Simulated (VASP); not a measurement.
Set up this calculation in VASP 6.6.1, as the native input.

```yaml
Task: single point
Functional: PBE
Potentials_or_basis: VASP PAW PBE potentials, release 64 (Pt)
Cutoff: 520 eV
k_mesh: 12 × 12 × 12
Occupations: gaussian, width 0.1 eV
Spin: no spin polarisation
Further_INCAR_settings: ALGO = Normal; EDIFF = 1e-07
```

The structure of Pt lies in POSCAR:

```
Pt
1.0
    0.0000000000      1.9609000000      1.9609000000
    1.9609000000      0.0000000000      1.9609000000
    1.9609000000      1.9609000000      0.0000000000
Pt
1
Direct
    0.0000000000      0.0000000000      0.0000000000
```

The input as run:

INCAR

```
SYSTEM = Pt
  PREC = Accurate
  ENCUT = 520
  EDIFF = 1E-7
  ISMEAR = 0
  SIGMA = 0.1
  LREAL = .False.
  LASPH = .True.
  NELM = 60
  ALGO = Normal
  ISIF = 2
  LWAVE = .False.
  LCHARG = .False.
  GGA = PE
```

KPOINTS

```
regular mesh
0
Gamma
  12 12 12
  0 0 0
```

Potentials or basis: VASP PAW PBE potentials, release 64 (Pt).

Launch:

```bash
$ cat potpaw_PBE.64/Pt/POTCAR > POTCAR
$ mpirun -np 1 vasp_std > vasp.out
```

It gave:

```
Pressure               : 9.7 GPa
Band gap on the k mesh : none (metal or under the smearing width)
```

It used 8.8 s of CPU time on 1 thread of Intel(R) Xeon(R) Platinum 8559C (Emerald Rapids), on a shared host, which was overloaded at the time.
